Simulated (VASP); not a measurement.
# C (Fmmm) in VASP: further runs

The runs below take C through single point, with PBE.

All numbers are computed with VASP 6.6.1; they aren't measurements. Logs are shortened: lines on timing, memory, paths and dates and some standing lists are left out, and cuts for length are marked.

### Step 1. Starting point

The structure is orthorhombic, space group Fmmm (No. 69). The conventional cell has a = 2.456 Å, b = 4.254 Å, c = 6.696 Å, α = 90.00°, β = 90.00°, γ = 90.00°. C (site symmetry m2m) is surrounded by 3 C at 1.42 Å.

This isn't the form of C at room conditions, which is graphite.

### Step 2. Single point, PBE

INCAR reads:

```
PREC = Accurate
ENCUT = 520
EDIFF = 1E-7
ISMEAR = -1
SIGMA = 0.05
LREAL = False
LASPH = True
NELM = 100
ALGO = Fast
ISIF = 2
LWAVE = False
LCHARG = True
GGA = PE
LELF = True
LVHAR = True
NBANDS = 11
```

KPOINTS reads:

```
Automatic mesh
0
Gamma
  18 18 18
```

POSCAR reads:

```
C
1.0
    0.0000000000      2.1270000000      3.3480000000
    1.2280000000      0.0000000000      3.3480000000
    1.2280000000      2.1270000000      0.0000000000
C
2
Direct
    0.1666700000      0.8333300000      0.1666700000
    0.8333300000      0.1666700000      0.8333300000
```

Potentials or basis: VASP PAW PBE potentials, release 64 (C).

Command:

```console
$ cat potpaw_PBE.64/C/POTCAR > POTCAR
$ mpirun -np 1 vasp_std > vasp.out
```

OUTCAR:

```text
PREC = Accurate
   ENCUT = 520
   EDIFF = 1E-7
   ISMEAR = -1
   LREAL = False
   LASPH = True
   NELM = 100
   ISIF = 2
   GGA = PE

 ion  position               nearest neighbor table
   1  0.167  0.833  0.167-   2 1.42   2 1.42   2 1.42
   2  0.833  0.167  0.833-   1 1.42   1 1.42   1 1.42

  LATTYP: Found a face centered orthorhombic cell.
 ALAT       =     2.4560000000
 B/A-ratio  =     1.7320846906
 C/A-ratio  =     2.7263843648

  Lattice vectors:

 A1 = (   0.0000000000,   2.1270000000,   3.3480000000)
 A2 = (   1.2280000000,   0.0000000000,   3.3480000000)
 A3 = (   1.2280000000,   2.1270000000,   0.0000000000)

Analysis of symmetry for initial positions (statically):
=====================================================================
 Subroutine PRICEL returns:
 Original cell was already a primitive cell.

 Routine SETGRP: Setting up the symmetry group for a
 face centered orthorhombic supercell.

 Subroutine GETGRP returns: Found  8 space group operations
 (whereof  8 operations were pure point group operations)
 out of a pool of  8 trial point group operations.

The static configuration has the point symmetry D_2h.

Analysis of symmetry for dynamics (positions and initial velocities):
=====================================================================
 Subroutine PRICEL returns:
 Original cell was already a primitive cell.

 Routine SETGRP: Setting up the symmetry group for a
 face centered orthorhombic supercell.

 Subroutine GETGRP returns: Found  8 space group operations
 (whereof  8 operations were pure point group operations)
 out of a pool of  8 trial point group operations.

The dynamic configuration has the point symmetry D_2h.

 Subroutine INISYM returns: Found  8 space group operations
 (whereof  8 operations are pure point group operations),
 and found     1 'primitive' translations

----------------------------------------------------------------------------------------

                                     Primitive cell

  volume of cell :      17.4897

  direct lattice vectors                    reciprocal lattice vectors
     0.000000000  2.127000000  3.348000000    -0.407166124  0.235072873  0.149342891
     1.228000000  0.000000000  3.348000000     0.407166124 -0.235072873  0.149342891
     1.228000000  2.127000000  0.000000000     0.407166124  0.235072873 -0.149342891

  length of vectors
     3.966513961  3.566102635  2.456036034     0.493301943  0.493301943  0.493301943

  position of ions in fractional coordinates (direct lattice)
     0.166670000  0.833330000  0.166670000
     0.833330000  0.166670000  0.833330000

  ion indices of the primitive-cell ions
   primitive index   ion index
                 1           1
                 2           2

----------------------------------------------------------------------------------------

 KPOINTS: Automatic mesh

Automatic generation of k-mesh.
 Grid dimensions read from file:
 generate k-points for:   18   18   18

 Generating k-lattice:

  Cartesian coordinates                     Fractional coordinates (reciprocal lattice)
    -0.022620340  0.013059604  0.008296827     0.055555556  0.000000000  0.000000000
     0.022620340 -0.013059604  0.008296827     0.000000000  0.055555556  0.000000000
     0.022620340  0.013059604 -0.008296827    -0.000000000 -0.000000000  0.055555556

  Length of vectors
     0.027405663  0.027405663  0.027405663

  Shift w.r.t. Gamma in fractional coordinates (k-lattice)
     0.000000000  0.000000000  0.000000000

 Subroutine IBZKPT returns following result:
 ===========================================

 Found    865 irreducible k-points:

 Following reciprocal coordinates:
            Coordinates               Weight
  0.000000  0.000000  0.000000      1.000000
  0.055556  0.000000  0.000000      8.000000
  0.111111  0.000000  0.000000      8.000000
  0.166667  0.000000  0.000000      8.000000
  0.222222  0.000000  0.000000      8.000000
  0.277778 -0.000000  0.000000      8.000000
[... 16 lines left out ...]
 -0.277778  0.055556 -0.000000      8.000000
 -0.222222  0.055556  0.000000      8.000000
 [... further k-points ...]
   k-points           NKPTS =    865   k-points in BZ     NKDIM =    865   number of bands    NBANDS=     11
   number of dos      NEDOS =    301   number of ions     NIONS =      2
   total plane-waves  NPLWV =  15120
   dimension x,y,z NGX =    30 NGY =   28 NGZ =   18
   dimension x,y,z NGXF=    60 NGYF=   56 NGZF=   36
   ions per type =               2
   NGX,Y,Z   is equivalent  to a cutoff of  12.57, 13.05, 12.18 a.u.
   NGXF,Y,Z  is equivalent  to a cutoff of  25.15, 26.11, 24.37 a.u.
 SYSTEM =  unknown system
   PREC   = accura    normal or accurate (medium, high low for compatibility)
   ISTART =      0    job   : 0-new  1-cont  2-samecut
   ICHARG =      2    charge: 1-file 2-atom 10-const
   ISPIN  =      1    spin polarized calculation?
   LNONCOLLINEAR =      F non collinear calculations
   LSORBIT =      F    spin-orbit coupling
   LASPH  =      T    aspherical Exc in radial PAW
   ENCUT  =  520.0 eV  38.22 Ry    6.18 a.u.   7.38  6.63  4.57*2*pi/ulx,y,z
   NELM   =    100;   NELMIN=  2; NELMDL= -5     # of ELM steps
   EDIFF  = 0.1E-06   stopping-criterion for ELM
   LREAL  =      F    real-space projection
   EDIFFG = 0.1E-05   stopping-criterion for IOM
   NSW    =      0    number of steps for IOM
   IBRION =     -1    ionic relax: 0-MD 1-quasi-New 2-CG
   NFREE  =      0    steps in history (QN), initial steepest desc. (CG)
   ISIF   =      2    stress and relaxation
   ISYM   =      2    0-nonsym 1-usesym 2-fastsym
   POTIM  = 0.5000    time-step for ionic-motion
   TEBEG  =    0.0;   TEEND  =   0.0 temperature during run
   PSTRESS=    0.0 pullay stress
   NELECT =       8.0000    total number of electrons
   NUPDOWN=      -1.0000    fix difference up-down
   EMIN   =  10.00;   EMAX   =-10.00  energy-range for DOS
   EFERMI =   0.00;   METHOD = LEGACY
   ISMEAR =    -1;   SIGMA  =   0.05  broadening in eV -4-tet -1-fermi 0-gaus
   EFERMI_NEDOS =   21; number of points for ismear=-14 and -15
   IALGO  =     68    algorithm
   IMIX   =      4    mixing-type and parameters
     AMIX     =   0.40;   BMIX     =  1.00
     AMIX_MAG =   1.60;   BMIX_MAG =  1.00
  volume/ion in A,a.u.               =       8.74        59.01
  Fermi-wavevector in a.u.,A,eV,Ry     =   1.261376  2.383654 21.647797  1.591068
  Thomas-Fermi vector in A             =   2.394838
   LORBIT       =      0    0 simple, 1 ext, 2 COOP (PROOUT), +10 PAW based schemes
   GGA     = PE    functional components
   LHFCALC =     F    Hartree Fock is set to
   AEXX    =    0.0000 exact exchange contribution
   IVDW    =     0    specifies the selected vdW correction
   LEPSILON=     F    determine dielectric tensor
   LRPA    =     F    only Hartree local field effects (RPA)
 non-spin polarized calculation
 RMM-DIIS sequential band-by-band and
  energy-cutoff  :      520.00
  volume of cell :       17.49
 maximum number of plane-waves:       499
 NGX is ok and might be reduce to    30
   NGX = 15   NGY = 13   NGZ =  9

 number of electron       8.0000000 magnetization

 Free energy of the ion-electron system (eV)
  ---------------------------------------------------
  ext. energy  EPLUGINS =         0.00000000
  ---------------------------------------------------
  free energy    TOTEN  =       -18.41558504 eV

  energy without entropy =      -18.41537111  energy(sigma->0) =      -18.41547808

 E-fermi :   4.7654     XC(G=0): -10.3576

 val. band max:        4.7286885297   @ k =  -0.2778   0.0556   0.3333
 cond. band min:       4.8072649394   @ k =  -0.2222   0.1111   0.3333
 fundamental gap:      0.0785764097
 Fermi energy:         4.7653632965

 k-point     1 :       0.0000    0.0000    0.0000
  band No.  band energies     occupation
      1     -14.9769      2.00000
      2      -1.8481      2.00000
      3       1.7556      2.00000
      4       1.7806      2.00000
      5       9.0259      0.00000
      6      13.1652      0.00000
      7      13.2375      0.00000
      8      16.2894      0.00000
      9      17.6334      0.00000
     10      27.5438      0.00000
     11      30.5393      0.00000

 k-point     2 :       0.0556    0.0000    0.0000
  band No.  band energies     occupation
      1     -14.9005      2.00000
      2      -1.7823      2.00000
      3       1.4771      2.00000
      4       1.6043      2.00000
      5       9.1537      0.00000
      6      13.2557      0.00000
      7      13.5074      0.00000
      8      16.0133      0.00000
      9      17.7695      0.00000
     10      27.7916      0.00000
     11      29.7544      0.00000

 k-point     3 :       0.1111    0.0000    0.0000
  band No.  band energies     occupation
      1     -14.6720      2.00000
      2      -1.5846      2.00000
      3       0.6625      2.00000
      4       1.1829      2.00000
      5       9.5351      0.00000
      6      13.3054      0.00000
      7      14.4027      0.00000
      8      15.2321      0.00000
      9      18.2076      0.00000
     10      27.9144      0.00000
     11      28.5234      0.00000
[... 267 lines left out ...]
 k-point    23 :      -0.2778    0.0556   -0.0000
  band No.  band energies     occupation
      1     -12.3195      2.00000
      2      -4.8204      2.00000
      3      -1.0131      2.00000
      4       0.7680      2.00000
      5       9.3891      0.00000
      6      12.4370      0.00000
      7      13.0131      0.00000
      8      21.1862      0.00000
      9      21.5167      0.00000
     10      22.7628      0.00000
     11      27.4008      0.00000

 k-point    24 :      -0.2222    0.0556    0.0000
  band No.  band energies     occupation
      1     -13.1240      2.00000
      2      -3.3441      2.00000
      3      -0.5433      2.00000
      4       0.0388      2.00000
      5      10.9521      0.00000
      6      11.5964      0.00000
      7      12.9015      0.00000
      8      19.2743      0.00000
      9      21.0701      0.00000
     10      23.1692      0.00000
     11      28.1122      0.00000

 [... further k-points ...]

------------------------ aborting loop because EDIFF is reached ----------------------------------------

  FORCE on cell =-STRESS in cart. coord.  units (eV):
  Direction    XX          YY          ZZ          XY          YZ          ZX
  --------------------------------------------------------------------------------------
  -------------------------------------------------------------------------------------
  Total        0.6439387      0.5882502      0.4205134     -0.0000000      0.0000000      0.0000000
  in kB       58.9893761     53.8879133     38.5220238     -0.0000000      0.0000000      0.0000000
  external PRESSURE =      50.4664377 kB  Pullay stress =       0.0000000 kB

 VOLUME and BASIS-vectors are now :
 -----------------------------------------------------------------------------
  energy-cutoff  :      520.00
  volume of cell :       17.49
      direct lattice vectors                 reciprocal lattice vectors
     0.000000000  2.127000000  3.348000000    -0.407166124  0.235072873  0.149342891
     1.228000000  0.000000000  3.348000000     0.407166124 -0.235072873  0.149342891
     1.228000000  2.127000000  0.000000000     0.407166124  0.235072873 -0.149342891

 POSITION                                       TOTAL-FORCE (eV/Angst)
 -----------------------------------------------------------------------------------
      1.22800      0.70901      3.34800         0.000000      0.003411      0.000000
      1.22800      3.54499      3.34800         0.000000     -0.003411      0.000000
 -----------------------------------------------------------------------------------
    total drift:                               -0.000000     -0.000000     -0.000000

  FREE ENERGIE OF THE ION-ELECTRON SYSTEM (eV)
  ---------------------------------------------------
  free  energy   TOTEN  =       -18.4155850388 eV

  energy  without entropy=      -18.4153711132  energy(sigma->0) =      -18.41547808
```

Run time: 2.4 min. Hardware: 1 thread of Intel Xeon Platinum 8488C (Sapphire Rapids), shared host; peak memory 0.24 GiB.

Results:

```
Free energy            : -18.4156 eV
Pressure               : 5.0 GPa
Largest force          : 0.003 eV/Å
Band gap on the k mesh : 0.08 eV, indirect (least direct gap 0.15 eV)
```

Forces in eV/Å, atoms in the order of the input:
```
C    0.000  0.003  0.000
C    0.000 -0.003  0.000
```

Stress tensor (GPa, compression positive):
```
5.90 0.00 0.00
0.00 5.39 0.00
0.00 0.00 3.85
```

Levels at points of the mesh, in eV from the valence-band top:
```csv
k point,band 1,band 2,band 3,band 4,band 5,band 6,band 7,band 8,band 9
"(0.00, 0.00, 0.00)",-19.71,-6.58,-2.97,-2.95,4.30,8.44,8.51,11.56,12.90
"(0.50, 0.00, 0.00)",-14.26,-13.25,-6.38,-2.34,1.69,7.54,12.64,13.79,19.31
"(0.50, 0.50, 0.00)",-19.40,-8.56,-2.98,-2.96,8.40,8.47,10.62,11.71,12.76
"(0.50, 0.00, 0.50)",-14.37,-13.34,-6.35,-1.57,2.55,7.75,11.28,11.54,18.23
"(0.00, 0.50, 0.50)",-14.14,-13.16,-6.41,-3.02,0.99,7.35,13.93,17.57,19.91
```

A k mesh can miss the band edges.

### Step 3. Single point, PBE (volume scaled by 1.06)

INCAR reads:

```
SYSTEM = C
  ALGO = Fast
  EDIFF = 1E-6
  ENCUT = 520
  GGA = PE
  ISIF = 2
  ISMEAR = -1
  LASPH = .True.
  LCHARG = .True.
  LELF = .True.
  LREAL = .False.
  LVHAR = .True.
  LWAVE = .False.
  NBANDS = 11
  NELM = 100
  PREC = Accurate
  SIGMA = 0.05
```

KPOINTS reads:

```
k-points
0
Gamma
  18 18 18
  0 0 0
```

POSCAR reads:

```
C
1.0
    0.0000000000      2.1687164733      3.4136637295
    1.2520845459      0.0000000000      3.4136637295
    1.2520845459      2.1687164733      0.0000000000
C
2
Direct
    0.1666700000      0.8333300000      0.1666700000
    0.8333300000      0.1666700000      0.8333300000
```

Potentials or basis: VASP PAW PBE potentials, release 64 (C).

Command:

```console
$ cat potpaw_PBE.64/C/POTCAR > POTCAR
$ mpirun -np 1 vasp_std > vasp.out
```

Run time: 2.4 min. Hardware: 1 thread of Intel Xeon Platinum 8488C (Sapphire Rapids), shared host; peak memory 0.25 GiB.

It converged, with:

| Item | Value |
| --- | --- |
| Free energy | -18.3970 eV |
| Pressure | -10.3 GPa |
| Largest force | 0.003 eV/Å |
| Band gap on the k mesh | 0.07 eV, indirect (least direct gap 0.14 eV) |

Forces in eV/Å, atoms in the order of the input:
```
C    0.000  0.003  0.000
C    0.000 -0.003  0.000
```

Stress tensor (GPa, compression positive):
```
-16.75   0.00   0.00
  0.00 -17.18   0.00
  0.00   0.00   3.08
```

Levels at points of the mesh, in eV from the valence-band top:
```tsv
k point	band 1	band 2	band 3	band 4	band 5	band 6	band 7	band 8
(0.00, 0.00, 0.00)	-19.23	-6.28	-3.00	-2.98	4.36	8.05	8.12	10.86
(0.50, 0.00, 0.00)	-14.06	-12.89	-6.23	-2.23	1.66	6.97	12.31	13.47
(0.50, 0.50, 0.00)	-18.96	-8.11	-3.01	-2.99	8.03	8.09	10.34	10.99
(0.50, 0.00, 0.50)	-14.16	-12.97	-6.20	-1.53	2.43	7.15	11.08	11.36
(0.00, 0.50, 0.50)	-13.96	-12.81	-6.25	-2.86	1.03	6.80	13.49	17.03
```

A k mesh can miss the band edges.

### Step 4. Single point, PBE (volume scaled by 0.99)

INCAR reads:

```
SYSTEM = C
PREC = Accurate
ENCUT = 520
EDIFF = 1E-6
ISMEAR = -1
SIGMA = 0.05
LREAL = .False.
LASPH = .True.
NELM = 100
ALGO = Fast
ISIF = 2
LWAVE = .False.
LCHARG = .True.
GGA = PE
LELF = .True.
LVHAR = .True.
NBANDS = 11
```

KPOINTS reads:

```
Automatic mesh
0
Gamma
  18 18 18
  0 0 0
```

POSCAR reads:

```
C
1.0
    0.0000000000      2.1198862345      3.3368025920
    1.2238929459      0.0000000000      3.3368025920
    1.2238929459      2.1198862345      0.0000000000
C
2
Direct
    0.1666700000      0.8333300000      0.1666700000
    0.8333300000      0.1666700000      0.8333300000
```

Command:

```console
$ cat potpaw_PBE.64/C/POTCAR > POTCAR
$ mpirun -np 1 vasp_std > vasp.out
```

It took 4.4 min on 1 thread of Intel Xeon Platinum 8375C at 2.90GHz (Ice Lake), shared host; peak memory 0.24 GiB.

The run converged. Its results:

* Free energy: -18.4083 eV
* Pressure: 8.0 GPa
* Largest force: 0.003 eV/Å
* Band gap on the k mesh: 0.08 eV, indirect (least direct gap 0.15 eV)

Forces in eV/Å, atoms in the order of the input:
```
C    0.000  0.003  0.000
C    0.000 -0.003  0.000
```

Stress tensor (GPa, compression positive):
```
10.31  0.00  0.00
 0.00  9.78  0.00
 0.00  0.00  4.02
```

Levels at points of the mesh, in eV from the valence-band top:
```
           k point  band 1  band 2  band 3  band 4  band 5  band 6  band 7  band 8  band 9
(0.00, 0.00, 0.00)  -19.79   -6.63   -2.97   -2.94    4.29    8.50    8.58   11.68   13.14
(0.50, 0.00, 0.00)  -14.29  -13.31   -6.41   -2.36    1.70    7.64   12.70   13.85   19.43
(0.50, 0.50, 0.00)  -19.48   -8.64   -2.98   -2.96    8.47    8.54   10.67   11.83   12.99
(0.50, 0.00, 0.50)  -14.40  -13.40   -6.38   -1.58    2.57    7.86   11.32   11.58   18.31
(0.00, 0.50, 0.50)  -14.17  -13.22   -6.44   -3.05    0.98    7.45   14.02   17.67   20.08
```

A k mesh can miss the band edges.

### Step 5. Summary

| cell | further INCAR settings | gap on the mesh (eV) | pressure (GPa) |
| --- | --- | --- | --- |
| as given | ALGO = Fast; EDIFF = 1e-07; NBANDS = 11 | 0.08 | 5.0 |
| volume scaled by 1.06 | ALGO = Fast; EDIFF = 1e-06; NBANDS = 11 | 0.07 | -10.3 |
| volume scaled by 0.99 | ALGO = Fast; EDIFF = 1e-06; NBANDS = 11 | 0.08 | 8.0 |

Alike in all rows: task single point; level PBE; potentials or basis VASP PAW PBE potentials, release 64 (C); no spin polarisation; k mesh 18 × 18 × 18; cutoff (eV) 520; smearing fermi-dirac 0.05 eV.

Total energies depend on the potentials used, so only differences within one code and one set of settings carry meaning.
